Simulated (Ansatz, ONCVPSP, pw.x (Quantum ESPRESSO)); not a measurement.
## pw.x on bcc Cr: one setting changed

Potential: optimised norm-conserving Vanderbilt (ONCV), ONCVPSP 4.0.1.1 (patched build), PBE; core [Ne] 3s2, reference 3p6 3d5 4s0.75 4p0.25; waves: 4s: rc 3.18 bohr, ncon 4, nbas 7, qcut 2.5 1/bohr, 2 projectors, debl 1.6 Ha; 3p+4p: rc 1.35 bohr, ncon 4, nbas 7, qcut 12.8 1/bohr, 2 projectors; 3d: rc 1.75 bohr, ncon 4, nbas 8, qcut 8.9 1/bohr, 2 projectors, debl 3.7 Ha; local part: polynomial inside 1.10 bohr (lpopt 5, dvloc0 4 Ha); core correction: none.

The reference run (k-mesh 16³, cutoffs 110/440 Ry, Fermi–Dirac 0.01 Ry, mixing_beta 0.4, conv_thr 1e-9, no spin) gives 1.85 GPa at 11.577 Å³/atom, where all-electron LAPW gives -0.44 GPa. This run, with its own iteration cap, changes degauss to 0.02.

```
&control
  calculation='scf', prefix='x', pseudo_dir='./', outdir='./tmp', tstress=.true., disk_io='none'
/
&system
  ibrav=0, nat=1, ntyp=1, ecutwfc=110, ecutrho=440, nbnd=14,
  occupations='smearing', smearing='fd', degauss=0.02
/
&electrons
  conv_thr=1e-09, mixing_beta=0.4, electron_maxstep=50
/
ATOMIC_SPECIES
Cr 1.0 Cr.UPF
CELL_PARAMETERS angstrom
  -1.42510002 1.42510002 1.42510002
  1.42510002 -1.42510002 1.42510002
  1.42510002 1.42510002 -1.42510002
ATOMIC_POSITIONS crystal
Cr 0.0000 0.0000 0.0000
K_POINTS automatic
16 16 16 0 0 0
```

```bash
pw.x < Cr.scf.in > Cr.scf.out
```

Q: How does the run end?

A: It converges in 9 iterations; the free energy moves by -76.6 meV/atom and the pressure by +1.56 GPa. In a metal, with Fermi–Dirac smearing, F lies below its zero-width value by a term in the square of the width.

```
Message from routine setup:
     using ibrav=0 with symmetry is DISCOURAGED, use correct ibrav instead
     lattice parameter (alat)  =       4.6645  a.u.
     unit-cell volume          =      78.1255 (a.u.)^3
     number of electrons       =        12.00
     number of Kohn-Sham states=           14
     kinetic-energy cutoff     =     110.0000  Ry
     charge density cutoff     =     440.0000  Ry
     scf convergence threshold =      1.0E-09
     Exchange-correlation= PBE
     number of k points=   145  Fermi-Dirac smearing, width (Ry)=  0.0200
     iteration #  1     ecut=   110.00 Ry     beta= 0.40
     total energy              =    -118.35654437 Ry
     estimated scf accuracy    <       0.42297113 Ry
     iteration #  2     ecut=   110.00 Ry     beta= 0.40
     total energy              =    -118.43284038 Ry
     estimated scf accuracy    <       0.00529073 Ry
     iteration #  3     ecut=   110.00 Ry     beta= 0.40
     total energy              =    -118.43315520 Ry
     estimated scf accuracy    <       0.00219566 Ry
     [... 3 iterations left out ...]
     iteration #  7     ecut=   110.00 Ry     beta= 0.40
     total energy              =    -118.43321046 Ry
     estimated scf accuracy    <          9.9E-09 Ry
     iteration #  8     ecut=   110.00 Ry     beta= 0.40
     total energy              =    -118.43321046 Ry
     estimated scf accuracy    <          1.8E-09 Ry
     iteration #  9     ecut=   110.00 Ry     beta= 0.40
     the Fermi energy is    18.3034 ev
!    total energy              =    -118.43321046 Ry
     estimated scf accuracy    <          2.5E-11 Ry
     smearing contrib. (-TS)   =      -0.01679650 Ry
     The total energy is F=E-TS. E is the sum of the following terms:
     one-electron contribution =     -27.51260868 Ry
     hartree contribution      =      21.88956816 Ry
     xc contribution           =     -15.49665368 Ry
     ewald contribution        =     -97.29671976 Ry
     convergence has been achieved in   9 iterations
          total   stress  (Ry/bohr**3)                   (kbar)     P=       34.12
     Message from routine punch:
     Nothing written, as per user request (disk_io='none')
```

The run took about 27 s on one core of a shared host (Neoverse-V1, 64 threads, 503 GiB, load 38).
